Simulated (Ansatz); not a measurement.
# Os (P6_3/mmc) in Ansatz: convergence with k mesh

Aim: find how far k mesh must go before the results for Os settle, at PBE. This setting moves, with any that are tied to it; all else stays.

Everything below comes from runs of Ansatz 0.2.0. Logs are shortened: lines on timing, memory, paths and dates and some standing lists are left out, and cuts for length are marked.

## (1) Starting point

The structure is hexagonal, space group P6_3/mmc (No. 194). The conventional cell has a = 2.734 Å, b = 2.734 Å, c = 4.320 Å, α = 90.00°, β = 90.00°, γ = 120.00°. Os (site symmetry -6m2) has 12 Os at 2.68 to 2.73 Å as nearest neighbours.

## (2) With k mesh 3 × 3 × 2

input.yaml

```yaml
crystal:
  lattice:
    - [2.7341, 0.0, 0.0]
    - [-1.36705, 2.3678000565, 0.0]
    - [0.0, 0.0, 4.3197]
  atoms:
    - { symbol: Os, position: [0.6666666667, 0.3333333333, 0.75] }
    - { symbol: Os, position: [0.3333333333, 0.6666666667, 0.25] }
hamiltonian:
  xc: pbe
  pseudopotentials: { kind: nc, accuracy: standard }
kpoints:
  mp_grid: { grid: [3, 3, 2] }
scf:
  occupations: { method: methfessel_paxton, width: 0.1 }
output:
  forces: true
  stress: true
  eigenvalues: true
```

Potentials or basis: PseudoDojo standard (PBE files).

Launch:

```console
ansatz run input.yaml --threads 2 --pin off --max-ram 5632MiB --backend cpu --events-out ev --progress --plain --runs-dir out
```

Log:

```text
Warning: RAYON_NUM_THREADS=2 ignored (pool sized by the plan → 2); use --threads N
Engine: ansatz 0.2.0, x86_64-unknown-linux-gnu
Pseudopotentials: kind: nc
Pseudopotential: Os, nc, valence charge 16, recommended cutoff 1006.821291 eV (normal), Os.nc.azcp (PseudoDojo's, or run here from an input of PseudoDojo's; its table is named by hamiltonian.pseudopotentials.accuracy)
Functional definition: PBE
  parameter kappa = 0.804
  parameter beta = 0.06672455060314922
  exchange = pbe_x(kappa = kappa, mu = beta*pi^2/3)
  correlation = pbe_c(beta = beta)
Crystal: 2 atoms, lattice volume = 27.965 Å³
Basis set: ecut = 1006.821291 eV, 2033 PW (Γ), exchange–correlation on 60×60×90 points (8 copies of the dense FFT grid, shifted against one another)
Bands: 20, of which v1, the nominal top of the filled ones, is band 16 counted from 1 (15 counted from 0)
Symmetry: 24 space group operations
Space group: P63/mmc (ITA 194), of the structure as read, at distance tolerance 3.0e-5 Å
k-points: 6 of 18
Non-local potential: Os, projectors of the file, l = 0: 2, l = 1: 2, l = 2: 2, l = 3: 2
Initial density: superposition of atomic densities (chi_scale 0.1, normalization cell)
Initial wavefunctions: pseudopotential atomic-orbital guess
Functional: x = pbe(κ = 0.804, μ = 0.2195149727645171), c = pbe(β = 0.06672455060314922)
SCF iter   1: F=—  HF=-5506.370086 eV  |F-HF|=—  |Δ(HF+E_count)|=         —  Δρ=6.30e-2  dr2=9.15e-1  ethr=3.10e-3  ⟨swp⟩=4.8  Hψ=499  notcnv=0
preconditioner: auto → none  [insulator: Δε(μ)=0.234 eV  Ē_g=6.902 eV  σ=0.100 eV  W_gap=1.07  n_scr=8 (ndim 8)  ℏωp=28.1 eV  f_vac=0.000  D(μ)=0.25/eV (n_scr^D=0)  ε∞_Penn≈17.6]
SCF iter   2: F=—  HF=-5506.061408 eV  |F-HF|=—  |Δ(HF+E_count)|=   3.09e-1  S|Δr|=    0.00e0  Δρ=1.94e-2  dr2=3.34e-2  ethr=2.86e-3  ⟨swp⟩=2.3  Hψ=261  notcnv=0  defer=1
SCF iter   3: F=—  HF=-5506.058235 eV  |F-HF|=—  |Δ(HF+E_count)|=   3.17e-3  S|Δr|=    0.00e0  Δρ=6.92e-3  dr2=4.26e-3  ethr=1.04e-4  ⟨swp⟩=2.2  Hψ=162  notcnv=0  defer=1
SCF iter   4: F=—  HF=-5506.058827 eV  |F-HF|=—  |Δ(HF+E_count)|=   5.92e-4  S|Δr|=    0.00e0  Δρ=1.06e-3  dr2=1.14e-4  ethr=1.33e-5  ⟨swp⟩=2.8  Hψ=204  notcnv=0  defer=1
SCF iter   5: F=—  HF=-5506.058811 eV  |F-HF|=—  |Δ(HF+E_count)|=   1.64e-5  S|Δr|=    0.00e0  Δρ=8.16e-5  dr2=4.74e-7  ethr=3.56e-7  ⟨swp⟩=2.0  Hψ=214  notcnv=0  defer=1
SCF iter   6: F=—  HF=-5506.058811 eV  |F-HF|=—  |Δ(HF+E_count)|=   1.65e-7  S|Δr|=    0.00e0  Δρ=1.31e-5  dr2=1.93e-8  ethr=3.13e-10  ⟨swp⟩=8.5  Hψ=671  notcnv=0
SCF iter   7: F=-5506.058811 eV  HF=-5506.058811 eV  |F-HF|=2.77e-10  |Δ(HF+E_count)|=   6.87e-9  S|Δr|=    0.00e0  Δρ=3.08e-6  dr2=6.30e-10  ethr=6.04e-11  ⟨swp⟩=3.3  Hψ=459  notcnv=0
SCF 1 converged in 7 iterations: F = -5506.058811 eV  dr2 = 6.30e-10
SCF converged after 7 iterations
Stability not checked: this state was not tested for a lower state beside it, because cold or Methfessel-Paxton smearing, or corrected tetrahedra, fill the levels in a way that the test cannot read (fill_not_monotonic; see scf.lower_state_search)
Free energy (F): -5506.058811 eV
Harris-Foulkes:  -5506.058811 eV  (|F-HF|=2.77e-10)
Internal energy: -5506.066804 eV  (E = F + TS)
E sigma→0 (E₀):  -5506.060809 eV
Entropy (-TS):   0.007993 eV (3.997 meV/atom)
Fermi energy:    26.749706 eV
Step filling:    the computed levels leave a gap of 0.2208 eV = 2.2 smearing widths at the electron count; against every level under it full and every level over it empty, smearing changes F+E_penalty+E_count by +3.158 meV and its σ→0 estimate by +1.160 meV
--- Per-component energies (eV) ---
  E_band       = -123.108789
  E_kinetic    = 1522.149072
  E_local      = -2406.435186  (includes V_loc(G=0)·N_el)
  E_nonlocal   = 307.346971
  E_hartree    = 613.961436
  E_xc         = -1124.508814
  E_vxc        = -774.093245  (∫ρ·V_xc dr)
  E_ewald      = -4418.580283
  E_smearing   = 0.007993  (= −TS)
  E_closure    = 0.000000  (closes the sum)
  Σ components = -5506.058811   (vs F -5506.058811, Δ=0.00e0)
--- Forces (eV/Å), atoms counted from 1 ---
  atom   1  Os     0.00000000     0.00000000     0.00000000
  atom   2  Os     0.00000000    -0.00000000     0.00000000
  max |Σ_I F_I| component: 1.85e-17 eV/Å
--- Stress (GPa, compression-positive) ---
       38.300339       0.000000       0.000000
       -0.000000      38.300339       0.000000
        0.000000       0.000000     -23.497975
  P = ⅓ Tr σ = 17.7009 GPa (177.009 kbar)
--- Band table (eV; the first three rows and the last of 6) ---
  k-point 0: bands = ["-60.5065", "-60.3907", "-20.5271", "-19.4815", "-19.4815", "-19.3650", "-19.3031", "-19.3031", "15.2935", "18.4199", "23.2129", "23.2129", "23.3942", "24.0558", "24.0558", "24.6558", "24.6558", "26.2419", "27.9133", "27.9133"]
  k-point 1: bands = ["-60.4488", "-60.4488", "-19.9636", "-19.9636", "-19.3927", "-19.3927", "-19.3927", "-19.3927", "17.7313", "17.7313", "22.6156", "22.6156", "23.0112", "23.0112", "23.0112", "23.0112", "27.1353", "27.1353", "27.1353", "27.1353"]
  k-point 2: bands = ["-60.4391", "-60.3723", "-20.2119", "-20.0426", "-19.8630", "-19.6602", "-19.5436", "-19.3922", "18.4878", "19.5230", "20.6227", "22.2714", "23.0542", "23.5626", "23.9359", "26.6393", "26.8601", "27.1925", "28.8235", "34.5425"]
  k-point 5: bands = ["-60.3841", "-60.3841", "-20.2236", "-20.2236", "-19.9104", "-19.9104", "-19.5243", "-19.5243", "20.3600", "20.3600", "21.2917", "21.2917", "22.8129", "22.8129", "24.8833", "24.8833", "27.8259", "27.8259", "34.5969", "34.5969"]
```

Wall time 1.5 s (2 threads of Intel Xeon at 2.50GHz (Skylake/Cascade Lake), shared host); peak memory 0.28 GiB.

What came out:

```
Free energy            : -5506.0588 eV
Pressure               : 17.7 GPa
Band gap on the k mesh : none (metal or under the smearing width)
```

## (3) With k mesh 4 × 4 × 3

Edit input.yaml of step 2 so:

```diff
@@ -12,3 +12,3 @@
 kpoints:
-  mp_grid: { grid: [3, 3, 2] }
+  mp_grid: { grid: [4, 4, 3] }
 scf:
```

Potentials or basis: PseudoDojo standard (PBE files).

Launch:

```console
ansatz run input.yaml --threads 2 --pin off --max-ram 5632MiB --backend cpu --events-out ev --progress --plain --runs-dir out
```

It took 1.6 s on 2 threads of Intel Xeon at 2.50GHz (Skylake/Cascade Lake), shared host; peak memory 0.29 GiB.

What came out:

* Free energy: -5506.9846 eV
* Pressure: 7.8 GPa
* Band gap on the k mesh: none (metal or under the smearing width)

## (4) With k mesh 5 × 5 × 3

Edit input.yaml of step 3 so:

```diff
@@ -12,3 +12,3 @@
 kpoints:
-  mp_grid: { grid: [4, 4, 3] }
+  mp_grid: { grid: [5, 5, 3] }
 scf:
```

Launch:

```console
ansatz run input.yaml --threads 2 --pin off --max-ram 5632MiB --backend cpu --events-out ev --progress --plain --runs-dir out
```

Run time: 1.4 s. Hardware: 2 threads of Intel Xeon at 2.50GHz (Skylake/Cascade Lake), shared host; peak memory 0.29 GiB.

Results:

| Item | Value |
| --- | --- |
| Free energy | -5506.9343 eV |
| Pressure | 9.0 GPa |
| Band gap on the k mesh | none (metal or under the smearing width) |

## (5) With k mesh 6 × 6 × 4

Edit input.yaml of step 4 so:

```diff
@@ -12,3 +12,3 @@
 kpoints:
-  mp_grid: { grid: [5, 5, 3] }
+  mp_grid: { grid: [6, 6, 4] }
 scf:
```

Launch:

```console
ansatz run input.yaml --threads 2 --pin off --max-ram 5632MiB --backend cpu --events-out ev --progress --plain --runs-dir out
```

Wall time 2.9 s (2 threads of Intel Xeon at 2.50GHz (Skylake/Cascade Lake), shared host); peak memory 0.32 GiB.

What came out:

```yaml
Free_energy: -5506.9749 eV
Pressure: 8.9 GPa
Band_gap_on_the_k_mesh: none (metal or under the smearing width)
```

## (6) With k mesh 8 × 8 × 5

Edit input.yaml of step 5 so:

```diff
@@ -12,3 +12,3 @@
 kpoints:
-  mp_grid: { grid: [6, 6, 4] }
+  mp_grid: { grid: [8, 8, 5] }
 scf:
```

Potentials or basis: PseudoDojo standard (PBE files).

Launch:

```console
ansatz run input.yaml --threads 2 --pin off --max-ram 5632MiB --backend cpu --events-out ev --progress --plain --runs-dir out
```

Wall time 3.7 s (2 threads of Intel Xeon at 2.50GHz (Skylake/Cascade Lake), shared host); peak memory 0.34 GiB.

The run converged. Its results:

| Item | Value |
| --- | --- |
| Free energy | -5507.1149 eV |
| Pressure | 7.6 GPa |
| Band gap on the k mesh | none (metal or under the smearing width) |

## (7) With k mesh 10 × 10 × 6

Edit input.yaml of step 6 so:

```diff
@@ -12,3 +12,3 @@
 kpoints:
-  mp_grid: { grid: [8, 8, 5] }
+  mp_grid: { grid: [10, 10, 6] }
 scf:
```

Launch:

```console
ansatz run input.yaml --threads 2 --pin off --max-ram 5632MiB --backend cpu --events-out ev --progress --plain --runs-dir out
```

Wall time 5.3 s (2 threads of Intel Xeon at 2.50GHz (Skylake/Cascade Lake), shared host); peak memory 0.36 GiB.

The run converged. Its results:

```
Free energy            : -5507.0349 eV
Pressure               : 8.2 GPa
Band gap on the k mesh : none (metal or under the smearing width)
```

## (8) With k mesh 13 × 13 × 7

Edit input.yaml of step 7 so:

```diff
@@ -12,3 +12,3 @@
 kpoints:
-  mp_grid: { grid: [10, 10, 6] }
+  mp_grid: { grid: [13, 13, 7] }
 scf:
```

Launch:

```console
ansatz run input.yaml --threads 2 --pin off --max-ram 5632MiB --backend cpu --events-out ev --progress --plain --runs-dir out
```

It took 7.5 s on 2 threads of Intel Xeon at 2.50GHz (Skylake/Cascade Lake), shared host; peak memory 0.39 GiB.

It converged, with:

```yaml
Free_energy: -5507.0577 eV
Pressure: 8.0 GPa
Band_gap_on_the_k_mesh: none (metal or under the smearing width)
```

## (9) With k mesh 15 × 15 × 9

Edit input.yaml of step 8 so:

```diff
@@ -12,3 +12,3 @@
 kpoints:
-  mp_grid: { grid: [13, 13, 7] }
+  mp_grid: { grid: [15, 15, 9] }
 scf:
```

Potentials or basis: PseudoDojo standard (PBE files).

Launch:

```console
ansatz run input.yaml --threads 2 --pin off --max-ram 5632MiB --backend cpu --events-out ev --progress --plain --runs-dir out
```

It took 13 s on 2 threads of Intel Xeon at 2.50GHz (Skylake/Cascade Lake), shared host; peak memory 0.43 GiB.

It converged, with:

```yaml
Free_energy: -5507.0611 eV
Pressure: 8.0 GPa
Band_gap_on_the_k_mesh: none (metal or under the smearing width)
```

## (10) With k mesh 18 × 18 × 10

Edit input.yaml of step 9 so:

```diff
@@ -12,3 +12,3 @@
 kpoints:
-  mp_grid: { grid: [15, 15, 9] }
+  mp_grid: { grid: [18, 18, 10] }
 scf:
```

Launch:

```console
ansatz run input.yaml --threads 2 --pin off --max-ram 5632MiB --backend cpu --events-out ev --progress --plain --runs-dir out
```

Run time: 21 s. Hardware: 2 threads of Intel Xeon at 2.50GHz (Skylake/Cascade Lake), shared host; peak memory 0.52 GiB.

Results (log left out):

* Free energy: -5507.0524 eV
* Pressure: 8.1 GPa
* Band gap on the k mesh: none (metal or under the smearing width)

## (11) Summary

```tsv
k mesh	energy less the tightest run, at zero smearing (meV/atom)	pressure (GPa)	SCF cycles	CPU time (s)	peak memory (GiB)
3 × 3 × 2	495.73	17.70	7	1.6	0.28
4 × 4 × 3	34.30	7.79	6	1.8	0.29
5 × 5 × 3	59.24	8.99	6	1.9	0.29
6 × 6 × 4	39.17	8.94	7	3.9	0.32
8 × 8 × 5	-31.40	7.59	6	4.5	0.34
10 × 10 × 6	8.69	8.22	6	7.9	0.36
13 × 13 × 7	-2.68	7.96	6	12	0.39
15 × 15 × 9	-4.53	8.05	6	19	0.43
18 × 18 × 10	0.00	8.13	6	32	0.52
```

Against the tightest run, the pressure stays within 0.1 GPa from 15 × 15 × 9 on. Not settled before the last step: the energy (to 1 meV/atom). Meshes of other sizes hit other points, so gaps and Fermi surfaces needn't settle smoothly. The tightest run that finished is the yardstick and may itself not be fully converged.
